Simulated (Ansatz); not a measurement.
**SnO2 (2H monolayer): band gap by G0W0 on HSE06**

The cell holds 3 atoms: 1 Sn and 2 O. Cell: a = 3.063 Å, b = 3.063 Å, c = 28.100 Å, α = 90.0°, β = 90.0°, γ = 120.0°. Vacuum lies along c.

```xyz
3
Lattice="3.0634 0.0000 0.0000 -1.5317 2.6530 0.0000 0.0000 0.0000 28.1000" Properties=species:S:1:pos:R:3
Sn    0.0000    1.7686   14.0500
O     1.5317    0.8843   15.2710
O     1.5317    0.8843   12.8290
```

```
method                                            : G0W0 on HSE06, plane waves, PAW; PAW set soft_1 (and 1 further level or step)
program                                           : Ansatz 0.2.0
settings of one run                               : cutoff 420 eV, 6×6×1 k-mesh, PAW set soft 1, empty bands 205, screening cutoff 54 eV, screening contour deformation, QP bands (v2, c2)
cost                                              : 2 runs, 79 s in all on 8 threads of Arm Neoverse V2, shared host (the runs of this entry)
notes                                             : In doubt: masses and optical values from hybrid runs of this build are listed as unsure (in some of the runs), which bears on the screening that GW takes from such a start. Values taken over the cell’s volume include its vacuum. The program’s warnings: metallic iterate. The structure was relaxed with PBEsol. Limits: coarse mesh for a sheet; no spin-orbit coupling. For the G0W0 step: the program’s warnings for this run: metallic iterate.
HSE06 gap over mesh and listed points             : 2.028 eV, from k = (0.333, 0.333, 0.000) to k = Γ
G0W0@HSE06 gap over all 7 irreducible mesh points : 3.348 eV, from k = (0.333, 0.333, 0.000) to k = Γ
GW settings                                       : 6×6×1 mesh, 205 empty bands, screening to 54 eV, PAW set soft_1 files
known limits                                      : finite bands, screening cutoff and k mesh; no spin-orbit coupling in G0W0
```

Over all 7 irreducible mesh points the G0W0 gap is 3.348 eV, from k = (0.333, 0.333, 0.000) to k = Γ. The HSE06 gap of this run on the mesh is 2.028 eV. The two states that bound the G0W0 gap lie that far apart at the start, so the correction of the gap is 3.348 − 2.028 = +1.320 eV. The valence state moves by −9.786 − (−9.759) = −0.027 eV and the conduction state by −6.438 − (−7.731) = +1.293 eV, on the run's own scale; how far single levels stand from their limit in bands is not shown.

[Paths, hosts, dates, memory and timing lines, banners, echoed tables and standing remarks are left out of the program output.]

[Logs are printed without paths, hosts, clocks, repeated set-up lines and the standing remarks that a program may print on its own settings, such as how far it seeks lower states.]

[Runs of the session that timed out or met a known fault of the program may be left out.]

[Cells called generated may have been cut or substituted from an entry of the Crystallography Open Database or the Materials Project.]

[Hosts, paths, dates, database ids (printed as entryN), source tags and the programs' standing remarks are cut or masked in the printed files.]
